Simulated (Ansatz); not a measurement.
# BaTe (zincblende) under strain

BaTe (zincblende), relaxed with r2SCAN in Ansatz 0.2.0. Space group F-43m (No. 216), cubic; a = 7.828 Å in the conventional setting, 59.97 Å³ an atom. Ba is surrounded by 4 Te at 3.39 Å; Te is surrounded by 4 Ba at 3.39 Å.

The axes x, y and z are those of this cell:
```yaml
crystal:
  lattice:
    - [0.00000, 3.91416, 3.91416]
    - [3.91416, 0.00000, 3.91416]
    - [3.91416, 3.91416, 0.00000]
  atoms:
    - { symbol: Ba, position: [0.00000, 0.00000, 0.00000] }
    - { symbol: Te, position: [0.25000, 0.25000, 0.25000] }
```

Unstrained: The PBE gap is indirect, 2.566 eV (W to Γ), below the direct gap of 2.938 eV at W. The r2SCAN gap is indirect, 2.939 eV (W to Γ), below the direct gap of 3.204 eV at X. HSE06 gives an indirect gap of 3.312 eV, from W to Γ; the least direct gap is 3.700 eV at X. Meshes: PBE 6×6×6, r2SCAN 6×6×6, HSE06 4×4×4. Strains are changes of length per length, and xy shears are angles. After each strain the atoms were relaxed again with r2SCAN within the symmetry that the strain leaves, so tilts or polar shifts that break it weren't tested; points keep the names that they have in the unstrained zone. Note: simulated data, non-magnetic, for a generated structure that need not be the stable one.

Changes of the least gap in eV (an overlap counts as a negative gap):
```json
{"strain": "xy shear, engineering strain (angle) -3.12 %", "volume change (%)": "0.0", "space group": "Imm2", "PBE": "–", "r2SCAN": "–", "HSE06": "-0.036", "energy rise, r2SCAN (meV/atom)": "–"}
{"strain": "uniaxial -0.58 % along [111]", "volume change (%)": "-0.6", "space group": "R3m", "PBE": "+0.007", "r2SCAN": "+0.006", "HSE06": "+0.007", "energy rise, r2SCAN (meV/atom)": "0.1"}
{"strain": "biaxial -4.98 % in x and y, z held", "volume change (%)": "-9.7", "space group": "I-4m2", "PBE": "–", "r2SCAN": "–", "HSE06": "+0.088", "energy rise, r2SCAN (meV/atom)": "–"}
```

Xy shear, engineering strain (angle) -3.12 %. HSE06: the gap goes from 3.312 to 3.276 eV (-0.036 eV); the edges move from W → Γ to X → Γ.

Uniaxial -0.58 % along [111], other directions held. HSE06: the gap goes from 3.312 to 3.319 eV (+0.007 eV); the edges move from W → Γ to X → Γ. Stress change with r2SCAN, compression positive: xx +0.11, yy +0.11, zz +0.11 GPa.

Biaxial -4.98 % in x and y, z held. HSE06: the gap goes from 3.312 to 3.400 eV (+0.088 eV); the edges move from W → Γ to X → Γ.

Spin-orbit coupling is left out, which matters wherever the heavy atoms make up the band edges.

The meshes of the hybrids are coarse, so their gaps aren't converged to the digits shown.
